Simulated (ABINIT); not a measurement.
The system is Pd.

```
Pd
1.0
     0.00000    1.94650    1.94650
     1.94650    0.00000    1.94650
     1.94650    1.94650    0.00000
Pd
1
Direct
  0.00000 0.00000 0.00000
```

Program: ABINIT 10.8.3 (patched build). Alike in all runs: task band structure; no spin polarisation; cell as given; k mesh 12 × 12 × 12; smearing fermi-dirac 0.05 eV.

Task: Order these runs on this cell by their pressure, lowest first.
A. level SOGGA; potentials or basis PseudoDojo NC SR PBEsol v0.4.1 standard; cutoff (eV) 1116
B. level PBEsol; potentials or basis JTH PAW PBE v2.0; cutoff (eV) 626; fine-grid cutoff 1224.51 eV
C. level PBE; potentials or basis PseudoDojo NC SR PBE v0.4.1 standard; cutoff (eV) 1116
D. level LDA; potentials or basis JTH PAW LDA v2.0; cutoff (eV) 626; fine-grid cutoff 1224.51 eV
E. level RPBE; potentials or basis JTH PAW PBE v2.0; cutoff (eV) 626; fine-grid cutoff 1224.51 eV

Result: D (-8.8 GPa), A (-5.6 GPa), B (-3.0 GPa), C (6.8 GPa), E (11.4 GPa).

Caveats: the PAW data sets were made with another functional, which shifts forces and pressure a little (some runs); the potentials were made for another functional, which shifts forces and pressure (some runs).
